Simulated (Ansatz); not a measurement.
A crystal relaxed with r2SCAN in Ansatz 0.2.0 has space group F-43m (No. 216) and a = 4.537 Å.

```csv
atom,site,x,y,z
B,4a,0.0000,0.0000,0.0000
Xx,4d,0.2500,0.2500,0.7500
```

The r2SCAN gap is indirect, 1.41 eV (Γ to Γ–X (0.83 of the way from Γ)), below the direct gap of 3.60 eV at Γ. HSE06 gives an indirect gap of 1.96 eV, from Γ to Γ–X (0.83 of the way from Γ); the least direct gap is 4.34 eV at Γ. Meshes: r2SCAN 10×10×10, HSE06 6×6×6. r2SCAN's ε∞ is 8.7 in all directions.

Question: Which element is Xx?
A. Sb
B. N
C. P
D. As

Answer: C. Xx is P: BP (zincblende). B is surrounded by 4 P at 1.96 Å; P is surrounded by 4 B at 1.96 Å.

Calculated for a static, non-magnetic cell.

Where an edge lies off the special points, it is a point of the mesh or the k point where a search put PBE's edge or least direct gap, reused for the other functionals, whose own edges may lie a little apart.

The meshes of the hybrids are coarse, so their gaps aren't converged to the digits shown.
